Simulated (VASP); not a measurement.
# InSb (F-43m) in VASP: further runs

The runs below take InSb through relaxation of cell and atoms, with PBEsol.

Program: VASP 6.6.1. These are calculated values, not measurements. Logs are shortened: lines on timing, memory, paths and dates and some standing lists are left out, and cuts for length are marked.

## (1) The crystal as given

It takes space group F-43m (No. 216, cubic). Conventional cell: a = 6.478 Å, b = 6.478 Å, c = 6.478 Å, α = 90.00°, β = 90.00°, γ = 90.00°. Around In (site symmetry -43m) lie 4 Sb at 2.81 Å. Around Sb (site symmetry -43m) lie 4 In at 2.81 Å.

## (2) Relaxation of cell and atoms, PBEsol

Contents of INCAR:

```
PREC     = Accurate       # precision mode
ENCUT    = 520            # plane-wave cutoff, eV
EDIFF    = 1E-7           # SCF threshold, eV
ISMEAR   = 0              # smearing method
SIGMA    = 0.02           # smearing width, eV
LREAL    = False          # projectors in reciprocal space
LASPH    = True           # aspherical terms in the spheres
NELM     = 80             # most SCF steps
ALGO     = Fast           # electronic algorithm
ISIF     = 3              # what is computed and relaxed
LWAVE    = False          # write WAVECAR
LCHARG   = False          # write CHGCAR
GGA      = PS             # functional
IBRION   = 2              # ionic algorithm
NSW      = 80             # ionic steps
EDIFFG   = -0.002         # ionic threshold
KPAR     = 4
```

Contents of KPOINTS:

```
Automatic mesh
0
Gamma
  8 8 8
```

Contents of POSCAR:

```
InSb
1.0
    0.0000000000      3.2391000000      3.2391000000
    3.2391000000      0.0000000000      3.2391000000
    3.2391000000      3.2391000000      0.0000000000
In Sb
1 1
Direct
    0.0000000000      0.0000000000      0.0000000000
    0.2500000000      0.2500000000      0.2500000000
```

Potentials or basis: VASP PAW PBE potentials, release 64 (In_d, Sb).

Command:

```sh
$ cat potpaw_PBE.64/In_d/POTCAR potpaw_PBE.64/Sb/POTCAR > POTCAR
$ mpirun -np 4 vasp_std > vasp.out
```

OUTCAR:

```text
PREC = Accurate
   ENCUT = 520
   EDIFF = 1E-7
   ISMEAR = 0
   LREAL = False
   LASPH = True
   NELM = 80
   ISIF = 3
   GGA = PS
   IBRION = 2
   NSW = 80
   EDIFFG = -0.002

 ion  position               nearest neighbor table
   1  0.000  0.000  0.000-   2 2.81   2 2.81   2 2.81   2 2.81
   2  0.250  0.250  0.250-   1 2.81   1 2.81   1 2.81   1 2.81

  LATTYP: Found a face centered cubic cell.
 ALAT       =     6.4782000000

  Lattice vectors:

 A1 = (   0.0000000000,   3.2391000000,   3.2391000000)
 A2 = (   3.2391000000,   0.0000000000,   3.2391000000)
 A3 = (   3.2391000000,   3.2391000000,   0.0000000000)

Analysis of symmetry for initial positions (statically):
=====================================================================
 Subroutine PRICEL returns:
 Original cell was already a primitive cell.

 Routine SETGRP: Setting up the symmetry group for a
 face centered cubic supercell.

 Subroutine GETGRP returns: Found 24 space group operations
 (whereof 24 operations were pure point group operations)
 out of a pool of 48 trial point group operations.

The static configuration has the point symmetry T_d .

Analysis of symmetry for dynamics (positions and initial velocities):
=====================================================================
 Subroutine PRICEL returns:
 Original cell was already a primitive cell.

 Routine SETGRP: Setting up the symmetry group for a
 face centered cubic supercell.

 Subroutine GETGRP returns: Found 24 space group operations
 (whereof 24 operations were pure point group operations)
 out of a pool of 48 trial point group operations.

The dynamic configuration has the point symmetry T_d .

 Subroutine INISYM returns: Found 24 space group operations
 (whereof 24 operations are pure point group operations),
 and found     1 'primitive' translations

----------------------------------------------------------------------------------------

                                     Primitive cell

  volume of cell :      67.9678

  direct lattice vectors                    reciprocal lattice vectors
     0.000000000  3.239100000  3.239100000    -0.154363867  0.154363867  0.154363867
     3.239100000  0.000000000  3.239100000     0.154363867 -0.154363867  0.154363867
     3.239100000  3.239100000  0.000000000     0.154363867  0.154363867 -0.154363867

  length of vectors
     4.580779150  4.580779150  4.580779150     0.267366060  0.267366060  0.267366060

  position of ions in fractional coordinates (direct lattice)
     0.000000000  0.000000000  0.000000000
     0.250000000  0.250000000  0.250000000

  ion indices of the primitive-cell ions
   primitive index   ion index
                 1           1
                 2           2

----------------------------------------------------------------------------------------

 KPOINTS: Automatic mesh

Automatic generation of k-mesh.
 Grid dimensions read from file:
 generate k-points for:    8    8    8

 Generating k-lattice:

  Cartesian coordinates                     Fractional coordinates (reciprocal lattice)
    -0.019295483  0.019295483  0.019295483     0.125000000  0.000000000  0.000000000
     0.019295483 -0.019295483  0.019295483     0.000000000  0.125000000  0.000000000
     0.019295483  0.019295483 -0.019295483     0.000000000  0.000000000  0.125000000

  Length of vectors
     0.033420757  0.033420757  0.033420757

  Shift w.r.t. Gamma in fractional coordinates (k-lattice)
     0.000000000  0.000000000  0.000000000

 Subroutine IBZKPT returns following result:
 ===========================================

 Found     29 irreducible k-points:

 Following reciprocal coordinates:
            Coordinates               Weight
  0.000000  0.000000  0.000000      1.000000
  0.125000  0.000000  0.000000      8.000000
  0.250000  0.000000  0.000000      8.000000
  0.375000  0.000000  0.000000      8.000000
  0.500000  0.000000  0.000000      4.000000
  0.125000  0.125000  0.000000      6.000000
[... 16 lines left out ...]
  0.500000  0.250000  0.125000     48.000000
 -0.375000  0.250000  0.125000     24.000000
 [... further k-points ...]
   k-points           NKPTS =     29   k-points in BZ     NKDIM =     29   number of bands    NBANDS=     13
   number of dos      NEDOS =    301   number of ions     NIONS =      2
   total plane-waves  NPLWV =  46656
   dimension x,y,z NGX =    36 NGY =   36 NGZ =   36
   dimension x,y,z NGXF=    72 NGYF=   72 NGZF=   72
   ions per type =               1   1
   NGX,Y,Z   is equivalent  to a cutoff of  13.07, 13.07, 13.07 a.u.
   NGXF,Y,Z  is equivalent  to a cutoff of  26.13, 26.13, 26.13 a.u.
 SYSTEM =  unknown system
   PREC   = accura    normal or accurate (medium, high low for compatibility)
   ISTART =      0    job   : 0-new  1-cont  2-samecut
   ICHARG =      2    charge: 1-file 2-atom 10-const
   ISPIN  =      1    spin polarized calculation?
   LNONCOLLINEAR =      F non collinear calculations
   LSORBIT =      F    spin-orbit coupling
   LASPH  =      T    aspherical Exc in radial PAW
   ENCUT  =  520.0 eV  38.22 Ry    6.18 a.u.   8.52  8.52  8.52*2*pi/ulx,y,z
   NELM   =     80;   NELMIN=  2; NELMDL= -5     # of ELM steps
   EDIFF  = 0.1E-06   stopping-criterion for ELM
   LREAL  =      F    real-space projection
   EDIFFG = -.2E-02   stopping-criterion for IOM
   NSW    =     80    number of steps for IOM
   IBRION =      2    ionic relax: 0-MD 1-quasi-New 2-CG
   NFREE  =      1    steps in history (QN), initial steepest desc. (CG)
   ISIF   =      3    stress and relaxation
   ISYM   =      2    0-nonsym 1-usesym 2-fastsym
   POTIM  = 0.5000    time-step for ionic-motion
   TEBEG  =    0.0;   TEEND  =   0.0 temperature during run
   PSTRESS=    0.0 pullay stress
   NELECT =      18.0000    total number of electrons
   NUPDOWN=      -1.0000    fix difference up-down
   EMIN   =  10.00;   EMAX   =-10.00  energy-range for DOS
   EFERMI =   0.00;   METHOD = LEGACY
   ISMEAR =     0;   SIGMA  =   0.02  broadening in eV -4-tet -1-fermi 0-gaus
   EFERMI_NEDOS =   21; number of points for ismear=-14 and -15
   IALGO  =     68    algorithm
   IMIX   =      4    mixing-type and parameters
     AMIX     =   0.40;   BMIX     =  1.00
     AMIX_MAG =   1.60;   BMIX_MAG =  1.00
  volume/ion in A,a.u.               =      33.98       229.33
  Fermi-wavevector in a.u.,A,eV,Ry     =   1.051311  1.986690 15.037912  1.105255
  Thomas-Fermi vector in A             =   2.186349
   LORBIT       =      0    0 simple, 1 ext, 2 COOP (PROOUT), +10 PAW based schemes
   GGA     = PS    functional components
   LHFCALC =     F    Hartree Fock is set to
   AEXX    =    0.0000 exact exchange contribution
   IVDW    =     0    specifies the selected vdW correction
   LEPSILON=     F    determine dielectric tensor
   LRPA    =     F    only Hartree local field effects (RPA)
 conjugate gradient relaxation of ions
 non-spin polarized calculation
 RMM-DIIS sequential band-by-band and
 Gauss-broadening in eV      SIGMA  =   0.02
  energy-cutoff  :      520.00
  volume of cell :       67.97
 maximum number of plane-waves:      1850
 NGX is ok and might be reduce to    36
   NGX = 17   NGY = 17   NGZ = 17

--------------------------------------- Ionic step        1  -------------------------------------------

 number of electron      17.9999993 magnetization

 Free energy of the ion-electron system (eV)
  ---------------------------------------------------
  ext. energy  EPLUGINS =         0.00000000
  ---------------------------------------------------
  free energy    TOTEN  =        -7.69189774 eV

  energy without entropy =       -7.69183748  energy(sigma->0) =       -7.69186761

------------------------ aborting loop because EDIFF is reached ----------------------------------------

  FORCE on cell =-STRESS in cart. coord.  units (eV):
  Direction    XX          YY          ZZ          XY          YZ          ZX
  --------------------------------------------------------------------------------------
  -------------------------------------------------------------------------------------
  Total        0.3737397      0.3737397      0.3737397     -0.0000000      0.0000000     -0.0000000
  in kB        8.8100160      8.8100160      8.8100160     -0.0000000      0.0000000     -0.0000000
  external PRESSURE =       8.8100160 kB  Pullay stress =       0.0000000 kB
[... 21 lines left out ...]
  energy  without entropy=       -7.6918374838  energy(sigma->0) =       -7.69186761

--------------------------------------- Ionic step        2  -------------------------------------------

 number of electron      17.9999996 magnetization

 E-fermi :   4.6936     XC(G=0):  -8.7553

 val. band max:        4.6874953806   @ k =   0.0000   0.0000   0.0000
 cond. band min:       5.1132353432   @ k =   0.5000   0.0000   0.0000
 fundamental gap:      0.4257399627
 Fermi energy:         4.6935867338

 k-point     1 :       0.0000    0.0000    0.0000
  band No.  band energies     occupation
      1      -9.7994      2.00000
      2      -9.7994      2.00000
      3      -9.7994      2.00000
      4      -9.7201      2.00000
      5      -9.7201      2.00000
      6      -5.8954      2.00000
      7       4.2762      2.00000
      8       4.6875      1.33333
      9       4.6875      1.33333
     10       4.6875      1.33333
     11       7.6205      0.00000
     12       7.6205      0.00000
     13       7.6205      0.00000
[... 433 lines left out ...]
  FREE ENERGIE OF THE ION-ELECTRON SYSTEM (eV)
  ---------------------------------------------------
  free  energy   TOTEN  =        -7.6954847558 eV

  energy  without entropy=       -7.6954244970  energy(sigma->0) =       -7.69545463

[... ionic steps 4 to 10 ...]

--------------------------------------- Ionic step       11  -------------------------------------------

 number of electron      17.9999994 magnetization

------------------------ aborting loop because EDIFF is reached ----------------------------------------

  FORCE on cell =-STRESS in cart. coord.  units (eV):
  Direction    XX          YY          ZZ          XY          YZ          ZX
  --------------------------------------------------------------------------------------
  -------------------------------------------------------------------------------------
  Total        0.0083138      0.0083138      0.0083138      0.0000000      0.0000000      0.0000000
  in kB        0.1922686      0.1922686      0.1922686      0.0000000      0.0000000      0.0000000
  external PRESSURE =       0.1922686 kB  Pullay stress =       0.0000000 kB
[... 57 lines left out ...]
  energy  without entropy=       -7.6954244087  energy(sigma->0) =       -7.69545454

--------------------------------------- Ionic step       13  -------------------------------------------

 number of electron      17.9999994 magnetization

 Free energy of the ion-electron system (eV)
  ---------------------------------------------------
  ext. energy  EPLUGINS =         0.00000000
  ---------------------------------------------------
  free energy    TOTEN  =        -7.69548515 eV

  energy without entropy =       -7.69542489  energy(sigma->0) =       -7.69545502

 E-fermi :   4.7688     XC(G=0):  -8.7863

 val. band max:        4.7626599231   @ k =   0.0000   0.0000   0.0000
 cond. band min:       5.2006123096   @ k =   0.5000   0.0000   0.0000
 fundamental gap:      0.4379523865
 Fermi energy:         4.7687512792

 k-point     1 :       0.0000    0.0000    0.0000
  band No.  band energies     occupation
      1      -9.7394      2.00000
      2      -9.7394      2.00000
      3      -9.7394      2.00000
      4      -9.6581      2.00000
      5      -9.6581      2.00000
      6      -5.8654      2.00000
      7       4.3924      2.00000
      8       4.7627      1.33333
      9       4.7627      1.33333
     10       4.7627      1.33333
     11       7.6950      0.00000
     12       7.6950      0.00000
     13       7.6950      0.00000
[... 397 lines left out ...]
  FREE ENERGIE OF THE ION-ELECTRON SYSTEM (eV)
  ---------------------------------------------------
  free  energy   TOTEN  =        -7.6954851484 eV

  energy  without entropy=       -7.6954248896  energy(sigma->0) =       -7.69545502

 reached required accuracy - stopping structural energy minimisation
```

Wall time 98 s (4 MPI ranks of Intel Xeon Platinum 8259CL at 2.50GHz (Skylake/Cascade Lake), shared host); peak memory 0.23 GiB.

What came out:

- Free energy: -7.6955 eV
- Relaxed volume: 34.66 Å³/atom
- Relaxed cell: a = 4.611 Å, b = 4.611 Å, c = 4.611 Å, α = 60.00°, β = 60.00°, γ = 60.00°
- Space group after relaxing (to 0.05 Å): F-43m (No. 216)
- Energy gained by relaxing: 1.8 meV/atom
- Ionic steps: 13
- Pressure after relaxing: 0.0 GPa
- Band gap on the k mesh: none (metal or under the smearing width)

The path:
```tsv
step	energy change (eV)	largest force (eV/Å)	pressure (GPa)	volume (Å³)
1	0.0000	0.0000	0.88	67.97
2	-0.0031	0.0000	-0.32	69.82
3	-0.0036	0.0000	-0.03	69.30
4	-0.0036	0.0000	0.03	69.26
5	-0.0036	0.0000	0.03	69.26
6	-0.0036	0.0000	0.03	69.27
7	-0.0036	0.0000	0.03	69.27
8	-0.0036	0.0000	0.03	69.27
9	-0.0036	0.0000	0.03	69.27
10	-0.0036	0.0000	0.02	69.27
11	-0.0036	0.0000	0.02	69.28
12	-0.0036	0.0000	0.01	69.29
13	-0.0036	0.0000	-0.01	69.31
```

Final structure:
```xyz
2
Lattice="0.0000 3.2603 3.2603 3.2603 0.0000 3.2603 3.2603 3.2603 0.0000" Properties=species:S:1:pos:R:3 pbc="T T T"
In    0.0000    0.0000    0.0000
Sb    1.6302    1.6302    1.6302
```

Levels at points of the mesh, in eV from the Fermi level:
```tsv
k point	band 6	band 7	band 8	band 9	band 10	band 11	band 12	band 13
(0.00, 0.00, 0.00)	-10.63	-0.38	-0.01	-0.01	-0.01	2.93	2.93	2.93
(0.50, 0.00, 0.00)	-9.31	-5.57	-0.99	-0.99	0.43	3.77	3.77	5.96
(0.50, 0.50, 0.00)	-8.72	-5.87	-2.22	-2.22	1.27	1.28	8.00	8.00
```

Caveat: the PAW data sets were made with another functional, which shifts forces and pressure a little; this crystal is a semiconductor, whose small gap the functional closes, so the metal is an error of the method.

## (3) Relaxation of cell and atoms, PBEsol

This run uses another cell than the first one, of 34.66 Å³/atom, 1.020 times its volume.

INCAR is that of step 2.

KPOINTS is that of step 2.

Contents of POSCAR:

```
InSb                                    
1.0
   -0.0000000000      3.2603479235      3.2603479235
    3.2603479235     -0.0000000000      3.2603479235
    3.2603479235      3.2603479235      0.0000000000
  In              Sb            
     1     1
Direct
     0.0000000000000000    0.0000000000000000    0.0000000000000000
     0.2500000000000000    0.2500000000000000    0.2500000000000000
```

Potentials or basis: VASP PAW PBE potentials, release 64 (In_d, Sb).

Command:

```sh
$ cat potpaw_PBE.64/In_d/POTCAR potpaw_PBE.64/Sb/POTCAR > POTCAR
$ mpirun -np 4 vasp_std > vasp.out
```

Wall time 40 s (4 MPI ranks of Intel Xeon Platinum 8259CL at 2.50GHz (Skylake/Cascade Lake), shared host); peak memory 0.22 GiB.

It converged, with:

```
Free energy                            : -7.6957 eV
Relaxed volume                         : 34.66 Å³/atom
Relaxed cell                           : a = 4.611 Å, b = 4.611 Å, c = 4.611 Å, α = 60.00°, β = 60.00°, γ = 60.00°
Space group after relaxing (to 0.05 Å) : F-43m (No. 216)
Energy gained by relaxing              : 0.0 meV/atom
Ionic steps                            : 4
Pressure after relaxing                : 0.0 GPa
Band gap on the k mesh                 : none (metal or under the smearing width)
```

Final structure:
```
In Sb
1.0
     0.00000    3.26048    3.26048
     3.26048    0.00000    3.26048
     3.26048    3.26048    0.00000
In Sb
1 1
Direct
  0.00000 0.00000 0.00000
  0.25000 0.25000 0.25000
```

Levels at points of the mesh, in eV from the Fermi level:
| k point | band 5 | band 6 | band 7 | band 8 | band 9 | band 10 | band 11 | band 12 | band 13 |
| --- | --- | --- | --- | --- | --- | --- | --- | --- | --- |
| (0.00, 0.00, 0.00) | -14.43 | -10.63 | -0.38 | -0.01 | -0.01 | -0.01 | 2.93 | 2.93 | 2.93 |
| (0.50, 0.00, 0.00) | -14.42 | -9.31 | -5.57 | -0.99 | -0.99 | 0.43 | 3.77 | 3.77 | 5.96 |
| (0.50, 0.50, 0.00) | -14.42 | -8.72 | -5.87 | -2.22 | -2.22 | 1.27 | 1.28 | 8.00 | 8.00 |

Caveat: the PAW data sets were made with another functional, which shifts forces and pressure a little; this crystal is a semiconductor, whose small gap the functional closes, so the metal is an error of the method. Spin-orbit coupling is left out, which matters for the levels of Sb.
